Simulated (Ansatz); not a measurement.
# TaN at a changed volume: 181Ta nuclear quadrupole resonance

Cell: a structure deposited in the COD, relaxed with PBE at fixed cell and then changed (volume scaled by 0.98, ions relaxed).

```xyz
2
Lattice="2.9183 0.0000 0.0000 -1.4591 2.5273 0.0000 0.0000 0.0000 2.8637" Properties=species:S:1:pos:R:3 pbc="T T T"
Ta    0.0000    1.6849    1.4318
N     0.0000    0.0000    0.0000
```

Sites (sets of like atoms) are named by element and the number of their first atom in this list.

The numbers come from a DFT calculation in Ansatz (PBE, plane waves and PAW, scalar-relativistic, collinear spin, 420 eV cutoff, Γ-centred 18×18×16 k-points, Fermi–Dirac smearing 0.05 eV). Start moments as typed (μB): 2 on each Ta, none on the rest.

181Ta: I = 7/2, Q = 3170 mb (year-2017 value). Static lattice, zero field.

**Question.** At which frequencies do the 181Ta NQR lines lie?

**Answer.** For I = 7/2 and η = 0 the lines are |C_Q|/14 times 1, 2 and 3; η shifts the lowest up most.

```tsv
site	atoms	V_zz (10²¹ V/m²)	C_Q (MHz)	η	line frequencies (MHz)
Ta	1	4.94	379	0.00	27.0, 54.1, 81.1
```

An axis of threefold or higher order runs through Ta, so V_zz lies along it and η is zero.

With no gap above 0.1 eV, as in a metal, the gradients converge slowly in k; expect changes of a tenth or more on a denser mesh. Without spin–orbit coupling the gradients at and beside Ta can be off by some per cent, at some sites by more. With these PAW files V_zz is typically within 2 to 3 % of all-electron values, but misses above 10 % occur on Ta. Semilocal functionals make gaps too small and can close them, so the real compound need not be a metal. At this changed cell the PBE pressure is 12 GPa. The start moments die out, and the run ends without spin.

The relaxation (1 step) took 24 s of wall time (23 s of CPU time) and 0.59 GiB at its peak, on 1 thread of Intel Xeon 6975P-C (Granite Rapids) (x86_64; 16 cores open to the job, memory cap 3.0 GiB, no GPU), a shared host with a load of 2.0 a core.
